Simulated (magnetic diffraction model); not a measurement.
# Dy2Ni below its ordering temperature

Space group C2/m (no. 12), a = 11.8000 Å, b = 3.5550 Å, c = 7.1440 Å, β = 105.12°.

| site | atom | x | y | z |
| --- | --- | --- | --- | --- |
| 4i | Dy | 0.8360 | 0 | 0.8968 |
| 4i | Dy | 0.8546 | 0 | 0.4376 |
| 4i | Ni | 0.9890 | 1/2 | 0.2283 |

The compound is invented for this exercise: a known structure type with other elements, its cell scaled to their sizes and not relaxed.

Only Dy is taken to order (form factors of Dy3+); orders and moment sizes are assumed, and not adapted to the symmetry. Radiation: neutrons of λ = 2.567 Å (absorption by Dy left out), 8° to 75°; isotropic B of 0.51 Å² (Dy) and 0.62 Å² (Ni). The intensities are simulated: I ∝ L Σ (|F_N|² + |F_M⊥|²) for unpolarised neutrons, with F_M = 2.695 fm/μB × Σ f(s) S exp(2πi Q·r) exp(−B s²) at Q = H ± k (one set where k and −k are equivalent), only the part normal to Q counting and L = 1/(sin²θ cos θ). For collinear order S is the moment m, which repeats by lattice and centring translations R with the sign exp(−2πi k·R). Form factors are spin-only for 3d ions and dipole or tabulated for f ions, scattering lengths are Sears's of 1992, and absorption is left out. A label names one of the reflections at its angle. The strongest nuclear line in the range is 100, and lines under 0.2 are left out.

Above the ordering temperature:

```csv
2θ (°),index,I
26.05,(2 0 0),0.5
38.24,(2 0 1),0.3
43.70,(0 0 2),2.0
44.45,(1 1 0),7.0
44.86,(2 0 -2),4.9
51.48,(1 1 1),4.9
53.58,(4 0 0),6.7
57.73,(2 0 2),47.4
59.28,(3 1 0),100.0
60.55,(4 0 -2),48.6
61.28,(1 1 -2),97.8
64.09,(4 0 1),5.9
66.85,(1 1 2),0.8
67.88,(0 0 3),6.3
```

Below it (cell unchanged):

```csv
2θ (°),I
26.05,15.7
38.24,1.2
43.70,2.7
44.45,30.8
44.86,6.5
51.48,6.4
53.58,19.5
57.73,55.5
59.28,137.3
60.55,57.4
61.28,115.9
64.09,7.7
66.85,3.7
67.88,6.5
67.92,0.2
68.59,1.6
```

**Question.** Find the propagation vector, then choose among these models:
A. collinear moments along [001], 5.9 μB on Dy; signs + at (0.8360, 0, 0.8968), + at (0.6640, 1/2, 0.1032), + at (0.8546, 0, 0.4376), + at (0.6454, 1/2, 0.5624)
B. collinear moments along [111], 5.9 μB on Dy; signs + at (0.8360, 0, 0.8968), − at (0.6640, 1/2, 0.1032), − at (0.8546, 0, 0.4376), + at (0.6454, 1/2, 0.5624)
C. collinear moments along [111], 5.9 μB on Dy; signs + at (0.8360, 0, 0.8968), + at (0.6640, 1/2, 0.1032), + at (0.8546, 0, 0.4376), + at (0.6454, 1/2, 0.5624)
D. collinear moments along [001], 5.9 μB on Dy; signs + at (0.8360, 0, 0.8968), − at (0.6640, 1/2, 0.1032), − at (0.8546, 0, 0.4376), + at (0.6454, 1/2, 0.5624)

No line moves, and magnetic intensity falls on nuclear lines such as the one at 59.28°; new lines at (3 1 -2) have whole indices that obey the lattice centring, at places with no nuclear intensity to speak of, so the magnetic cell equals the chemical primitive cell: k = 0.

Magnetic intensity, observed (below minus above) and for each model:

| 2θ (°) | index | observed | A | B | C | D |
| --- | --- | --- | --- | --- | --- | --- |
| 21.45 | (0 0 1) | <0.2 | <0.2 | 29.4 | 0.5 | 2.9 |
| 26.05 | (2 0 0) | 15.2 | 15.2 | <0.2 | 2.8 | 0.2 |
| 29.20 | (2 0 -1) | <0.2 | <0.2 | 74.8 | <0.2 | 44.0 |
| 44.45 | (1 1 0) | 23.9 | 23.9 | 0.1 | 20.4 | 0.1 |
| 51.48 | (1 1 1) | 1.6 | 1.6 | 38.2 | 1.4 | 43.7 |
| 59.28 | (3 1 0) | 37.3 | 37.3 | 0.7 | 21.5 | 1.2 |
| 59.52 | (3 1 -1) | <0.2 | <0.2 | 14.6 | <0.2 | 16.0 |
| 61.28 | (1 1 -2) | 18.1 | 18.1 | 1.3 | 33.2 | 0.7 |

Model A matches.

The structure used: k = (0 0 0), collinear moments along [001], 5.9 μB on Dy; signs + at (0.8360, 0, 0.8968), + at (0.6640, 1/2, 0.1032), + at (0.8546, 0, 0.4376), + at (0.6454, 1/2, 0.5624).

[Logs are printed without paths, hosts, clocks, repeated set-up lines and the standing remarks that a program may print on its own settings, such as how far it seeks lower states.]
